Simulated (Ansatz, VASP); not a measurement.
## One calculation of Ti, two programs

File INCAR:

```
SYSTEM = Ti
PREC = Accurate ; ENCUT = 520
EDIFF = 1E-6 ; ISMEAR = -1
SIGMA = 0.1 ; LREAL = .False.
LASPH = .True. ; NELM = 60
ALGO = Normal ; ISIF = 2
LWAVE = .False. ; LCHARG = .False.
NBANDS = 25
```

The input KPOINTS:

```
regular mesh
0
Gamma
  9 9 13
  0 0 0
```

The input POSCAR:

```
Ti
1.0
    4.3935159547      0.0000000000      0.0000000000
   -2.1967579773      3.8048964287      0.0000000000
    0.0000000000      0.0000000000      2.7323531267
Ti
3
Direct
    0.0000000000      1.0000000000      0.0000000000
    0.3333333333      0.6666666667      0.5000000000
    0.6666666667      0.3333333333      0.5000000000
```

Input for Ansatz:

```yaml
crystal:
  lattice:
    - [4.3935159547, 0.0, 0.0]
    - [-2.1967579773, 3.8048964287, 0.0]
    - [0.0, 0.0, 2.7323531267]
  atoms:
    - { symbol: Ti, position: [0.0, 1.0, 0.0] }
    - { symbol: Ti, position: [0.3333333333, 0.6666666667, 0.5] }
    - { symbol: Ti, position: [0.6666666667, 0.3333333333, 0.5] }
hamiltonian:
  xc: lda
  pseudopotentials:
    kind: paw
    azcp:
      Ti: "pseudopotentials/Ti.paw.azcp"
basis:
  ecutwfc: 420
  fft_grid_basis: typed
kpoints:
  mp_grid: { grid: [9, 9, 13], shift: [0, 0, 0] }
magnetization:
  spin_polarized: false
scf:
  occupations: { method: fermi_dirac, width: 0.1 }
  lower_state_search: "off"
output:
  stress: true
  write_density: true
  write_potential: true
  elf: true
  volumetric_format: npy
```

Alike in both runs: task single point; functional LDA; k mesh 9 × 9 × 13; occupations fermi-dirac, width 0.1 eV; no spin polarisation.

```csv
,VASP,Ansatz
version,VASP 6.6.1,Ansatz 0.2.0
potentials or method,"VASP PAW LDA potentials, release 64 (Ti_sv)","plane waves (420 eV) with PAW, scalar-relativistic"
plane-wave cutoff (eV),520,420
valence electrons in the cell,36,36
```

```tsv
	VASP	Ansatz	Ansatz less VASP
pressure (GPa)	5.4	5.6	+0.15
largest component of the traceless stress (GPa)	0.26	0.27	+0.009
```

Ansatz warned: «pseudo_functional_mismatch».
